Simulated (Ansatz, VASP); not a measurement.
## Two plane-wave programs on Ag

Contents of INCAR:

```
SYSTEM = Ag
PREC = Accurate
ENCUT = 520
EDIFF = 1E-6
ISMEAR = -1
SIGMA = 0.1
LREAL = .FALSE.
LASPH = .TRUE.
NELM = 100
ALGO = Normal
ISIF = 2
LWAVE = .FALSE.
LCHARG = .TRUE.
GGA = CA
LELF = .TRUE.
LVHAR = .TRUE.
NBANDS = 12
```

Contents of KPOINTS:

```
regular mesh
0
G
  16 16 16
  0 0 0
```

Contents of POSCAR:

```
Ag
1.0
   -1.5249120613      1.5249120613      1.5249120613
    1.5249120613     -1.5249120613      1.5249120613
    1.5249120613      1.5249120613     -1.5249120613
Ag
1
Direct
    0.0000000000      0.0000000000      0.0000000000
```

Input for Ansatz:

```yaml
crystal:
  lattice:
    - [-1.5249120613, 1.5249120613, 1.5249120613]
    - [1.5249120613, -1.5249120613, 1.5249120613]
    - [1.5249120613, 1.5249120613, -1.5249120613]
  atoms:
    - { symbol: Ag, position: [0.0, 0.0, 0.0] }
hamiltonian:
  xc: lda
  pseudopotentials:
    kind: paw
    azcp:
      Ag: "pseudopotentials/Ag.paw.azcp"
basis:
  ecutwfc: 420
  fft_grid_basis: typed
kpoints:
  mp_grid: { grid: [16, 16, 16], shift: [0, 0, 0] }
magnetization:
  spin_polarized: false
scf:
  occupations: { method: fermi_dirac, width: 0.1 }
  lower_state_search: "off"
output:
  stress: true
  write_density: true
  write_potential: true
  elf: true
  volumetric_format: npy
```

Alike in both runs: task single point; functional LDA; k mesh 16 × 16 × 16; occupations fermi-dirac, width 0.1 eV; no spin polarisation.

|  | VASP | Ansatz |
| --- | --- | --- |
| version | VASP 6.6.1 | Ansatz 0.2.0 |
| potentials or method | VASP PAW LDA potentials, release 64 (Ag) | plane waves (420 eV) with PAW, scalar-relativistic |
| plane-wave cutoff (eV) | 520 | 420 |
| valence electrons in the cell | 11 | 19 |

```tsv
	VASP	Ansatz	Ansatz less VASP
pressure (GPa)	24.8	24.6	-0.12
```

The two sets of potentials don't hold the same shells in valence. Ansatz warned: «pseudo_functional_mismatch».

Caveats: so large a pressure means that the cell lies far from this level's equilibrium, or that cutoff or potentials fall short (VASP).
